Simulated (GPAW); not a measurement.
BaH2:

```xyz
6
Lattice="4.4620 0.0000 0.0000 -2.2310 3.8642 0.0000 0.0000 0.0000 6.0553" Properties=species:S:1:pos:R:3 pbc="T T T"
Ba    0.0000    2.5762    1.5138
Ba    2.2310    1.2881    4.5415
H     0.0000    0.0000    0.0000
H     0.0000    0.0000    3.0276
H     2.2310    1.2881    1.5138
H     0.0000    2.5762    4.5415
```

The cell comes from a database or a generator and needn't be the stable form of this composition.

Base run:

- Program: GPAW 26.7.0
- Functional: r2SCAN
- Potentials or basis: GPAW PAW data sets (gpaw-data 1.2.1)
- Cutoff: 600 eV
- Basis: pw
- k mesh: 6 × 6 × 4
- Occupations: fermi-dirac, width 0.05 eV
- Spin: no spin polarisation

Its results: band gap on the k mesh 2.16 eV, indirect (least direct gap 3.19 eV).

Task: The run is repeated on the same cell with these changes: functional from r2SCAN to TB-mBJ; potentials or basis from GPAW PAW data sets (gpaw-data 1.2.1) to GPAW PAW data sets for LDA (gpaw-data 1.2.1). What comes out?

Result: Band gap on the k mesh 3.02 eV, indirect (least direct gap 3.85 eV).

Caveats: spin-orbit coupling is left out, which moves the levels of the heavy elements; a model potential gives levels but no total energy (some runs).
